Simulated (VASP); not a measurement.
The system is In.

```xyz
1
Lattice="-1.6658 1.6658 2.4833 1.6658 -1.6658 2.4833 1.6658 1.6658 -2.4833" Properties=species:S:1:pos:R:3 pbc="T T T"
In    0.0000    0.0000    0.0000
```

Base run:

- Program: VASP 6.6.1
- Functional: PBEsol
- Potentials or basis: VASP PAW PBE potentials, release 64 (In_d)
- Cutoff: 300 eV
- k mesh: 19 × 19 × 19
- Occupations: methfessel-paxton, width 0.1 eV
- Spin: no spin polarisation

Its results: band gap on the k mesh none (metal or under the smearing width); pressure -3.2 GPa.

The run is repeated on the same cell with these changes: functional from PBEsol to r2SCAN; cutoff from 300 eV to 450 eV. What comes out?

Band gap on the k mesh none (metal or under the smearing width); pressure -1.7 GPa.

Caveats: the PAW data sets were made with another functional, which shifts forces and pressure a little.
